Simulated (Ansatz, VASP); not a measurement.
Two plane-wave programs on Ge

```xyz
2
Lattice="3.9474 0.0000 0.0000 -1.9737 3.4186 0.0000 0.0000 0.0000 24.0800" Properties=species:S:1:pos:R:3 pbc="T T T"
Ge    0.0000    0.0000   15.6341
Ge    0.0000    2.2791   16.3610
```

Alike in both runs: task single point; functional PBE; k mesh 12 × 12 × 1; occupations gaussian, width 0.04 eV; non-collinear spin, spin-orbit coupling.

```csv
,VASP,Ansatz
version,VASP 6.6.1,Ansatz 0.2.0
potentials or method,"VASP PAW PBE potentials, release 64 (Ge_d)","plane waves, PAW"
plane-wave cutoff (eV),520,420
valence electrons in the cell,28,28
```

|  | VASP | Ansatz | Ansatz less VASP |
| --- | --- | --- | --- |
| gap on the k mesh at the Fermi level (eV) | 0.03 | 0.03 | 0.000 |
| least direct gap on the mesh (eV) | 0.03 | 0.03 | 0.000 |
| rms of the force components (eV/Å) | 0.026 | 0.027 | +0.0004 |
| net moment per atom (μB) | 0.00 | 0.00 | 0.000 |

Atom by atom the forces differ by 0.000 eV/Å (rms over components). With one functional, cell and mesh, what is left measures potentials, basis and numerics. Ansatz warned: «xc_potential_rough_in_thin_density».
